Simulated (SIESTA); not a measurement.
Ti:

```
Ti
1.0
     0.00000    2.03000    2.03000
     2.03000    0.00000    2.03000
     2.03000    2.03000    0.00000
Ti
1
Direct
  0.00000 0.00000 0.00000
```

This isn't the form of Ti at room conditions, which is hcp.

```yaml
Program: SIESTA 5.4.2
Task: single point
Functional: PBE
Potentials_or_basis: PseudoDojo 0.4 standard (PBE files)
Basis: DZP (energy shift 0.003 Ry; two zetas on semicore shells)
Grid_cutoff: 800 Ry
Energy_shift: 0.003 Ry
k_mesh: 11 × 11 × 11
Occupations: fermi-dirac, width 0.05 eV
Spin: no spin polarisation
```

On this cell: pressure 4.6 GPa; band gap on the k mesh none (metal or under the smearing width).

The same run follows on a disturbed copy (cell strained at random at fixed volume):

```
Ti
1.0
     0.02177    1.99869    2.03132
     2.00646    0.00299    2.05009
     2.03951    2.05051   -0.03005
Ti
1
Direct
  0.98433 0.00381 0.00663
```

Q: What does the disturbed cell give?

A: The energy (extrapolated to zero smearing) moves by +6.2 meV/atom; pressure 4.7 GPa; band gap on the k mesh none (metal or under the smearing width).

Stress tensor (GPa, compression positive):
```
 5.26 -2.03  0.26
-2.03  5.06  1.66
 0.26  1.66  3.92
```

Caveats: the basis of atomic orbitals isn't converged, which shifts pressures, moduli and gaps.
